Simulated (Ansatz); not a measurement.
Crystal: CoO.

```xyz
2
Lattice="1.5055 0.8692 2.4399 -1.5055 0.8692 2.4399 0.0000 -1.7384 2.4399" Properties=species:S:1:pos:R:3 pbc="T T T"
Co    0.0000    0.0000    0.0000
O     0.0000    0.0000    3.6599
```

The cell is a database's computed one.

Base run:

* Program: Ansatz 0.2.0
* Functional: PBEsol
* Potentials or basis: Ansatz PAW
* Cutoff: 420 eV (not typed: the program's choice for these potentials)
* k mesh: 9 × 9 × 9
* Occupations: fermi-dirac, width 0.05 eV
* Spin: collinear spin, ferromagnetic start
* Starting moments: [2.5, 0.0] μB
* Fixed moment: 2.5 μB

Its results: pressure -13.2 GPa; site moments Co +2.18; O +0.21 μB.

After a change of settings the same cell gave: pressure -26.3 GPa; site moments Co +0.48; O -0.01 μB. Which change was it?
A. fixed moment from 2.5 μB to 1.5 μB; moments at the start from [2.5, 0.0] to [1.5, 0.0]
B. fixed moment from 2.5 μB to 1 μB; moments at the start from [2.5, 0.0] to [1.0, 0.0]
C. fixed moment from 2.5 μB to 0.5 μB; moments at the start from [2.5, 0.0] to [0.5, 0.0]
D. fixed moment from 2.5 μB to 3 μB; moments at the start from [2.5, 0.0] to [3.0, 0.0]

C.

Caveats: the total moment is fixed, so each spin has its own Fermi level; a cell with one magnetic atom can't hold antiferromagnetic order, which such compounds often take; the PAW data sets come from PBE, with cores solved anew for the run's functional, which leaves a small shift of forces and pressure; the thresholds are loose for stress.
